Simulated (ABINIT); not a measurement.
MgB2:

```
CELL_PARAMETERS angstrom
3.08500 0.00000 0.00000
-1.54250 2.67169 0.00000
0.00000 0.00000 3.52300
ATOMIC_POSITIONS crystal
Mg 0.00000 0.00000 0.00000
B 0.66667 0.33333 0.50000
B 0.33333 0.66667 0.50000
```

Base run:

* Program: ABINIT 10.8.3 (patched build)
* Functional: LDA
* Potentials or basis: PseudoDojo NC SR LDA v0.4.1 standard
* Cutoff: 1088 eV
* k mesh: 8 × 8 × 6
* Occupations: fermi-dirac, width 0.05 eV
* Spin: no spin polarisation

Its results: band gap on the k mesh none (metal or under the smearing width); pressure -7.4 GPa.

**Question.** The run is repeated on the same cell with these changes: functional from LDA to PBEsol; potentials or basis from PseudoDojo NC SR LDA v0.4.1 standard to PseudoDojo NC SR PBEsol v0.4.1 standard; cutoff from 1088 eV to 1034 eV. What comes out?

**Answer.** Band gap on the k mesh none (metal or under the smearing width); pressure -3.3 GPa.

Not every run made on this cell is shown here.
